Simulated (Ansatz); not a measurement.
# Se: the change of pressure with volume per atom

All results are calculated (Ansatz 0.2.0). Periodic Kohn-Sham DFT of a crystal at fixed atoms; pressure and stress are positive in compression; the energy is the free energy less that of spherical unpolarised free atoms; site moments are those in the method's own spheres, positive along +z.

Cell of the first row (space group P6_3/mmc, No. 194):
```
Se
1.0
      3.6092     0.0000     0.0000
     -1.8046     3.1257     0.0000
      0.0000     0.0000     3.7356
Se
2
Direct
  0.33333 0.66667 0.25000
  0.66667 0.33333 0.75000
```

Settings of every row: method frozen-core PAW; functional PBE; relativity scalar; k mesh 19x19x10; filling fermi-dirac; smearing width 0.03 eV; wave cutoff 420 eV; paw set soft_2.

Atom start moment: 0 on all atoms.

Limits: the cell comes from a prototype or a list of computed structures and needn't be the stable phase.

```
row  volume per atom (Å³)  pressure (GPa)
  1                21.072           4.672
  2                21.732           2.166
  3                22.405               ?
  4                23.077          -1.823
  5                23.749          -3.379
```

Question: what pressure should row 3 give?

Worked fit of pressure. Take u = (V_r/V)^(2/3) − 1 with V_r = 22.404 Å³ an atom, which is twice the finite (Eulerian) strain; such expansions in the strain, on which the Birch-Murnaghan equation of state is built, carry the rest volume and the bulk modulus. The shown rows have u = 0.04171, 0.02051, -0.01954, -0.03812. Least squares give pressure = 0.0069 + 99.716 × u + 288.71 × u² GPa; a straight line predicts inner rows, each left out in turn, worse (root mean square 0.27 against 0.02 GPa). The rows lie off it by 0.004, -0.008, 0.008, -0.004 (root mean square 0.0063 GPa). The pressure vanishes at u = -0.0001, or V = 22.41 Å³ an atom, and there the bulk modulus at fixed shape and fractions is B = −V dP/dV = (2/3)(1 + u) dP/du = 66.4 GPa. Letting shape and atoms relax would as a rule lower it, by much in layered, chain or molecular crystals. The withheld row has u = -3e-05, so the fit gives 0.0069 + 99.716 × (-3e-05) + 288.71 × (-3e-05)² = 0.004 GPa.

The calculation gave 0.007 GPa. The fit lies 0.003 GPa (43 % of the value, 0.037 % of the column's range) below it; its largest miss of a shown row is 0.008 GPa.
